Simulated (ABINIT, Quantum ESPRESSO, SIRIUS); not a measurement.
# FeO: programs and potentials compared

```
Fe O
1.0
     2.61247    0.00000    0.00000
     0.00000    2.61247    0.00000
     0.00000    0.00000    2.61247
Fe O
1 1
Direct
  0.00000 0.00000 0.00000
  0.50000 0.50000 0.50000
```

The cell comes from a database or a generator and needn't be the stable form of this composition.

Alike in all runs: task single point; functional PBE; k mesh 10 × 10 × 10; occupations fermi-dirac, width 0.05 eV; collinear spin, ferromagnetic start; no spin-orbit coupling. A missing gap at this level doesn't show that the real crystal is a metal. Pressure is positive in compression and, in plane waves, holds the error of the finite cutoff.

```csv
program and potentials,plane-wave cutoff (eV),notes,band gap (eV),pressure (GPa),net moment per atom (μB)
"Quantum ESPRESSO, SSSP 1.3 efficiency PBE",871,-,no gap,8.15,2.00
"ABINIT, JTH PAW PBE v2.0",707,-,no gap,8.61,2.00
"SIRIUS, all-electron FP-LAPW, apw+lo standard",-,-,no gap,-,2.00
```

None finds a gap. The pressure spans 8.15 (Quantum ESPRESSO, SSSP 1.3 efficiency PBE) to 8.61 GPa (ABINIT, JTH PAW PBE v2.0). All agree on the net moment per atom. The state is the one that the start led to, which needn't be the lowest.

The functional is the same throughout but for its coding, so the spread measures potentials, basis and numerics; runs on potential files found faulty are left out.
